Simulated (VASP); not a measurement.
CdF2:

```
CELL_PARAMETERS angstrom
0.00000 2.69400 2.69400
2.69400 0.00000 2.69400
2.69400 2.69400 0.00000
ATOMIC_POSITIONS crystal
Cd 0.00000 0.00000 0.00000
F 0.25000 0.25000 0.25000
F 0.75000 0.75000 0.75000
```

| Property | Result |
| --- | --- |
| Program | VASP 6.6.1 |
| Task | relaxation of cell and atoms |
| Functional | LDA |
| Potentials or basis | VASP PAW LDA potentials, release 64 (Cd, F) |
| Cutoff | 600 eV |
| k mesh | 10 × 10 × 10 |
| Occupations | gaussian, width 0.03 eV |
| Spin | no spin polarisation |

At the start: pressure -4.9 GPa; volume 13.03 Å³/atom.

Question: How do energy, volume and symmetry change on relaxing?

Answer: Over 3 steps the energy falls by 8.8 meV/atom and the volume is 12.48 Å³/atom (-4.2 %); space group Fm-3m (No. 225, to 0.05 Å).

The path:
| step | energy change (eV) | largest force (eV/Å) | pressure (GPa) | volume (Å³) |
| --- | --- | --- | --- | --- |
| 1 | 0.0000 | 0.0000 | -4.92 | 39.10 |
| 2 | -0.0228 | 0.0000 | 2.04 | 36.88 |
| 3 | -0.0265 | 0.0000 | 0.01 | 37.45 |

Final structure:
```
CELL_PARAMETERS angstrom
0.00000 2.65556 2.65556
2.65556 0.00000 2.65556
2.65556 2.65556 0.00000
ATOMIC_POSITIONS crystal
Cd 0.00000 0.00000 0.00000
F 0.25000 0.25000 0.25000
F 0.75000 0.75000 0.75000
```
